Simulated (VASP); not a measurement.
Runs of VASP 6.6.1 on TaSi2. The structure is hexagonal, space group P6_222 (No. 180). Conventional cell: a = 4.814 Å, b = 4.814 Å, c = 6.567 Å, α = 90.00°, β = 90.00°, γ = 120.00°. Ta (site symmetry 222) is surrounded by 10 Si at 2.61 to 2.85 Å. Si (site symmetry 2) has 5 Si at 2.56 to 2.85 Å and 5 Ta at 2.61 to 2.85 Å as nearest neighbours. 

| level | potentials or basis | k mesh | cutoff (eV) | gap on the mesh (eV) | pressure (GPa) | relaxed volume (Å³/atom) |
| --- | --- | --- | --- | --- | --- | --- |
| PBE | VASP PAW PBE potentials, release 64 (Ta, Si) | 5 × 5 × 3 | 300 | none | 0.0 | 14.64 |
| LDA | VASP PAW LDA potentials, release 64 (Ta_pv, Si) | 9 × 9 × 6 | 600 | none | 0.0 | 14.09 |
| PBEsol | VASP PAW PBE potentials, release 64 (Ta_pv, Si) | 9 × 9 × 6 | 600 | none | 0.0 | (a) |
| PBE+D3(BJ) | VASP PAW PBE potentials, release 64 (Ta_pv, Si) | 9 × 9 × 6 | 600 | none | -0.1 | 14.20 |

Alike in all rows: task relaxation of cell and atoms; no spin polarisation; cell relaxed; smearing methfessel-paxton 0.1 eV.

Task: Fill in the values left out.

Result: (a) 14.32.

Caveats: the cutoff is under 1.25 times the usual one of these potentials, so pressure, stress and relaxed cells hold a basis-set (Pulay) error (some runs); the PAW data sets were made with another functional, which shifts forces and pressure a little (some runs); pairwise dispersion overbinds metals, which lowers pressure and volume (some runs).

A k mesh can miss the band edges, and the runs leave out spin-orbit coupling on Ta.

A gap of «none» marks a metal or a gap under the smearing width.

The runs don't all hold the same shells in valence.
